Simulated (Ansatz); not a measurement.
AlP (started from an entry of an open crystallographic database), relaxed with r2SCAN: 8 runs in Ansatz 0.2.0, each a construction of maximally localised Wannier functions. It is cubic, F-43m (No. 216); a = 5.479 Å in the conventional setting, 20.55 Å³ an atom. Al is surrounded by 4 P at 2.37 Å; P is surrounded by 4 Al at 2.37 Å. Calculated for a static, non-magnetic cell.

```
Al P
1.0
     0.00000    2.73926    2.73926
     2.73926    0.00000    2.73926
     2.73926    2.73926    0.00000
Al P
1 1
Direct
  0.00000 0.00000 0.00000
  0.25000 0.25000 0.25000
```

Windows count from the top of the filled bands; a dash means that no such window was set (without an outer window there is no disentanglement).

```
functional  SCF mesh  trial orbitals  functions   mesh  window (eV)  frozen (eV)  Ω total (Å²)  Ω invariant (Å²)  largest spread (Å²)  least projectability  interpolation miss of the model's filled bands (eV, to the nearest computed level)
       PBE     6×6×6        P s, P p          4  6×6×6            –            –          6.79              6.11                 1.70                  0.85                                                                               0.065
       PBE     6×6×6        P s, P p          4  4×4×4            –            –          6.01              5.31                 1.50                  0.87                                                                               0.211
       PBE     6×6×6        P s, P p          4  8×8×8            –            –          7.12              6.47                 1.78                  0.85                                                                               0.022
    r2SCAN     6×6×6        P s, P p          4  6×6×6            –            –          6.61              5.92                 1.65                  0.86                                                                               0.052
    r2SCAN     6×6×6             P p          3  6×6×6            –            –          7.77              7.50                 2.59                  0.70                                                                               0.049
     HSE06     6×6×6             P p          3  6×6×6            –            –          7.74              7.47                 2.58                  0.70                                                                                   –
```

Q: Estimate from these rows what the further settings give.
```
functional  SCF mesh  trial orbitals  functions   mesh  window (eV)  frozen (eV)
     HSE06     6×6×6        P s, P p          4  6×6×6            –            –
       PBE     6×6×6             P p          3  6×6×6            –            –
```

A:
```json
{"functional": "HSE06", "SCF mesh": "6×6×6", "trial orbitals": "P s, P p", "functions": "4", "mesh": "6×6×6", "window (eV)": "–", "frozen (eV)": "–", "Ω total (Å²)": "6.54", "Ω invariant (Å²)": "5.87", "largest spread (Å²)": "1.64", "least projectability": "0.86", "interpolation miss of the model's filled bands (eV, to the nearest computed level)": "–"}
{"functional": "PBE", "SCF mesh": "6×6×6", "trial orbitals": "P p", "functions": "3", "mesh": "6×6×6", "window (eV)": "–", "frozen (eV)": "–", "Ω total (Å²)": "7.98", "Ω invariant (Å²)": "7.70", "largest spread (Å²)": "2.66", "least projectability": "0.69", "interpolation miss of the model's filled bands (eV, to the nearest computed level)": "0.062"}
```

A dash in the last column means that the miss wasn't evaluated.

For P s, P p with PBE the spread goes 6.01 Å² (4×4×4), 6.79 Å² (6×6×6), 7.12 Å² (8×8×8): finite differences on a coarse mesh understate it.
